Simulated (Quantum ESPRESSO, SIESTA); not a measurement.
Given: the input of a run of SIESTA 5.4.2 on SiRu. The cell comes from a database or a generator and needn't be the stable form of this composition.

SiRu.fdf

```
SystemName                      SiRu
SystemLabel                     SiRu
NumberOfSpecies                 2
NumberOfAtoms                   8
%block ChemicalSpeciesLabel
  1  44 Ru
  2  14 Si
%endblock ChemicalSpeciesLabel

LatticeConstant                 1.0 Ang
%block LatticeVectors
     4.7085953800     0.0000000000     0.0000000000
     0.0000000000     4.7085953800     0.0000000000
     0.0000000000     0.0000000000     4.7085953800
%endblock LatticeVectors
AtomicCoordinatesFormat         Fractional
%block AtomicCoordinatesAndAtomicSpecies
     0.1294055100     0.1294055100     0.1294055100  1  Ru
     0.3705944900     0.8705944900     0.6294055100  1  Ru
     0.6294055100     0.3705944900     0.8705944900  1  Ru
     0.8705944900     0.6294055100     0.3705944900  1  Ru
     0.8375777300     0.8375777300     0.8375777300  2  Si
     0.6624222700     0.1624222700     0.3375777300  2  Si
     0.3375777300     0.6624222700     0.1624222700  2  Si
     0.1624222700     0.3375777300     0.6624222700  2  Si
%endblock AtomicCoordinatesAndAtomicSpecies

%block kgrid.MonkhorstPack
    6   0   0  0.0
    0   6   0  0.0
    0   0   6  0.0
%endblock kgrid.MonkhorstPack
XC.Functional                   GGA
XC.Authors                      PBE
PAO.BasisSize                   DZP
PAO.EnergyShift                 0.003 Ry
Mesh.Cutoff                     800 Ry
OccupationFunction              FD
ElectronicTemperature           0.05 eV
MaxSCFIterations                120
SCF.MustConverge                false
SCF.Mixer.Method                Pulay
SCF.Mixer.Weight                0.25
SCF.Mixer.History               8
SCF.DM.Tolerance                5.0e-05
SCF.H.Tolerance                 1.0e-03 eV
WriteForces                     true
Charge.Mulliken                 end
Charge.Hirshfeld                end
Charge.Voronoi                  end
SaveRho                         true
SaveElectrostaticPotential      true
%block PAO.Basis
  Ru 5
  n=4 0 2
    2.997 0.000
  n=5 0 2
    8.634 0.000
  n=4 1 2
    3.435 0.000
  n=5 1 1
    8.634
  n=4 2 2
    5.937 0.000
%endblock PAO.Basis
```

Potentials or basis: PseudoDojo 0.4 standard (PBE files), converted to PSML, two zetas on semicore shells, DZP (energy shift 0.003 Ry; two zetas on semicore shells).

The run is started by

```console
$ siesta SiRu.fdf > SiRu.out 2>&1
```

Problem. What does the same run look like in Quantum ESPRESSO 7.5? Potentials or basis there: SSSP 1.3 efficiency PBE, cutoff 816 eV.

Solution. As run (cutoffs and basis follow the program's own potentials, and thresholds, step limits or extra output files can differ):

pw.in

```
&CONTROL
  calculation = 'scf'
  prefix = 'pwscf'
  outdir = './tmp'
  pseudo_dir = './pseudo'
  tprnfor = .true.
  tstress = .true.
  disk_io = 'nowf'
/
&SYSTEM
  ibrav = 0
  nat = 8
  ntyp = 2
  ecutwfc = 60
  ecutrho = 440
  nbnd = 52
  occupations = 'smearing'
  smearing = 'fd'
  degauss = 0.00367493
/
&ELECTRONS
  conv_thr = 1.6d-09
  electron_maxstep = 120
  mixing_beta = 0.5
/
ATOMIC_SPECIES
Ru   101.0700 Ru_ONCV_PBE-1.0.oncvpsp.upf
Si    28.0850 Si.pbe-n-rrkjus_psl.1.0.0.UPF
CELL_PARAMETERS angstrom
   4.7085953800    0.0000000000    0.0000000000
   0.0000000000    4.7085953800    0.0000000000
   0.0000000000    0.0000000000    4.7085953800
ATOMIC_POSITIONS crystal
Ru     0.1294055100    0.1294055100    0.1294055100
Ru     0.3705944900    0.8705944900    0.6294055100
Ru     0.6294055100    0.3705944900    0.8705944900
Ru     0.8705944900    0.6294055100    0.3705944900
Si     0.8375777300    0.8375777300    0.8375777300
Si     0.6624222700    0.1624222700    0.3375777300
Si     0.3375777300    0.6624222700    0.1624222700
Si     0.1624222700    0.3375777300    0.6624222700
K_POINTS automatic
6 6 6 0 0 0
```

Potentials or basis: SSSP 1.3 efficiency PBE.

The run is started by

```bash
$ OMP_NUM_THREADS=1 pw.x -in pw.in > pw.out
```

Both were run:

|  | SIESTA | Quantum ESPRESSO |
| --- | --- | --- |
| Pressure | 7.4 GPa | 4.0 GPa |

The two runs disagree by more than potentials and bases usually give (in gap, levels, pressure or energy); the cause wasn't traced.

Pressure is positive in compression.
